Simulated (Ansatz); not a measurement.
**LiCl at several levels of theory**

One geometry, relaxed with PBE, and single points on it; plane waves with PAW potentials in Ansatz, scalar-relativistic unless the row names spin-orbit coupling. No spin polarisation. Meshes are on the primitive cell of 2 atoms. Gaps are the least over mesh and band path; pressure is positive in compression. Smearing is Gaussian, 0.02 eV.

Space group Fm-3m (No. 225). a = 5.150 Å, b = 5.150 Å, c = 5.150 Å, α = 90.00°, β = 90.00°, γ = 90.00°
```tsv
atom	site	symmetry	x	y	z
Li	4a	m-3m	0.0000	0.0000	0.0000
Cl	4b	m-3m	0.5000	0.0000	0.0000
```

| level | cutoff (eV) | k mesh | gap (eV) | pressure (GPa) | rough cost with bands (core-min) |
| --- | --- | --- | --- | --- | --- |
| PBE | 420 | 8×8×8 | 6.26 | 0.0 | 0.12 |

Q: What do r2SCAN, PBEsol give on the same cell?

A:
| level | cutoff (eV) | k mesh | gap (eV) | pressure (GPa) | rough cost with bands (core-min) |
| --- | --- | --- | --- | --- | --- |
| r2SCAN | 500 | 8×8×8 | 7.15 | -0.7 | 0.17 |
| PBEsol | 420 | 8×8×8 | 6.06 | -1.6 | 0.12 |